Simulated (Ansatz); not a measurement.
La2O3, 5 atoms in the cell. The structure is trigonal, space group P321 (No. 150). Conventional cell: a = 6.370 Å, b = 6.370 Å, c = 3.290 Å, α = 90.00°, β = 90.00°, γ = 120.00°. Around La (site symmetry 3) lie 6 O at 2.46 to 2.47 Å. O (site symmetry 2) is surrounded by 4 La at 2.46 to 2.47 Å. The cell comes from a database or a generator and needn't be the stable form of this composition.

| Property | Result |
| --- | --- |
| Program | Ansatz 0.2.0 |
| Task | phonons |
| Functional | PBE |
| Potentials or basis | Ansatz PAW |
| Cutoff | 420 eV (not typed: the program's choice for these potentials) |
| k mesh | 4 × 4 × 8 |
| Occupations | fixed |
| Spin | no spin polarisation |

Potentials or basis: Ansatz PAW.

Command:

```sh
$ ansatz run input.yaml --threads 2 --pin off --max-ram 5632MiB --backend cpu --events-out ev --progress --plain --runs-dir out
```

Hardware: 2 threads of Intel(R) Xeon(R) Processor @ 2.70GHz, with other jobs on the host.

Question: How long does it take, and how much memory?

Answer: Run time: 2.9 min on 2 threads of Intel(R) Xeon(R) Processor @ 2.70GHz, with other jobs on the host, peak memory 1.3 GiB. Counts: scf iterations 13, plane waves 2279, k points 68, bands 25.
